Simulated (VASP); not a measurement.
Nb: atomic charges with PW91+D3(BJ)

The system is Nb.

```
Nb
1.0
    -1.66395    1.66395    1.66395
     1.66395   -1.66395    1.66395
     1.66395    1.66395   -1.66395
Nb
1
Direct
  0.00000 0.00000 0.00000
```

```json
{"Program": "VASP 6.6.1", "Task": "atomic charges", "Functional": "PW91", "Dispersion": "D3(BJ)", "Potentials or basis": "VASP PAW PBE potentials, release 64 (Nb_sv)", "Cutoff": "520 eV", "k mesh": "8 × 8 × 8", "Occupations": "fermi-dirac, width 0.05 eV", "Spin": "spin-orbit coupling, no magnetisation", "Further INCAR settings": "ALGO = Normal; EDIFF = 1e-06"}
```

```
Pressure                                              : -6.5 GPa
Valence electrons inside the program's atomic spheres : Nb 10.70
Dispersion energy per atom                            : -0.465 eV
```

Run time: 36 s on 1 thread of Intel(R) Xeon(R) Platinum 8488C (Sapphire Rapids), on a shared host, peak memory 0.2 GiB.

Caveat: the PAW data sets were made with another functional, which shifts forces and pressure a little.
